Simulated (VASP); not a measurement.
# TePb: relaxation of cell and atoms with revPBE+D3

TePb:

```
Pb Te
1.0
     0.00000    3.23100    3.23100
     3.23100    0.00000    3.23100
     3.23100    3.23100    0.00000
Pb Te
1 1
Cartesian
  0.0000 0.0000 0.0000
  3.2310 3.2310 3.2310
```

```
Program                : VASP 6.6.1
Task                   : relaxation of cell and atoms
Functional             : revPBE
Dispersion             : D3
Potentials or basis    : VASP PAW PBE potentials, release 64 (Pb_d, Te)
Cutoff                 : 600 eV
k mesh                 : 7 × 7 × 7
Occupations            : fermi-dirac, width 0.05 eV
Spin                   : no spin polarisation
Further INCAR settings : ALGO = Normal; EDIFF = 1e-07; IBRION = 2; EDIFFG = -0.02; NSW = 40; ISIF = 3
```

```yaml
Relaxed_volume: 34.89 Å³/atom
Relaxed_cell: a = 4.621 Å, b = 4.621 Å, c = 4.621 Å, α = 60.00°, β = 60.00°, γ = 60.00°
Space_group_after_relaxing_to_0.05_Å: Fm-3m (No. 225)
Energy_gained_by_relaxing: 4.8 meV/atom
Ionic_steps: 3
Pressure_after_relaxing: 0.0 GPa
Dispersion_energy_per_atom: -0.476 eV
```

The path:
| step | energy change (eV) | largest force (eV/Å) | pressure (GPa) | volume (Å³) |
| --- | --- | --- | --- | --- |
| 1 | 0.0000 | 0.0000 | 1.40 | 67.46 |
| 2 | -0.0090 | 0.0000 | -0.27 | 70.37 |
| 3 | -0.0095 | 0.0000 | 0.00 | 69.78 |

Final structure:
```yaml
crystal:
  lattice:
    - [0.00000, 3.26770, 3.26770]
    - [3.26770, 0.00000, 3.26770]
    - [3.26770, 3.26770, 0.00000]
  atoms:
    - { symbol: Pb, position: [0.00000, 0.00000, 0.00000] }
    - { symbol: Te, position: [0.50000, 0.50000, 0.50000] }
```

Levels at points of the mesh, in eV from the Fermi level:
| k point | band 8 | band 9 | band 10 | band 11 | band 12 | band 13 |
| --- | --- | --- | --- | --- | --- | --- |
| (0.00, 0.00, 0.00) | -1.69 | -1.69 | -1.69 | 3.60 | 3.60 | 3.60 |

Wall time 40 s on 1 thread of Intel(R) Xeon(R) 6975P-C (Granite Rapids), on a shared host, peak memory 0.25 GiB.

Caveat: this odd mesh misses L, where the gap lies, so gap, dielectric constants and Born charges aren't listed; the PAW data sets were made with another functional, which shifts forces and pressure a little. Zero-point motion and thermal expansion aren't in these numbers.
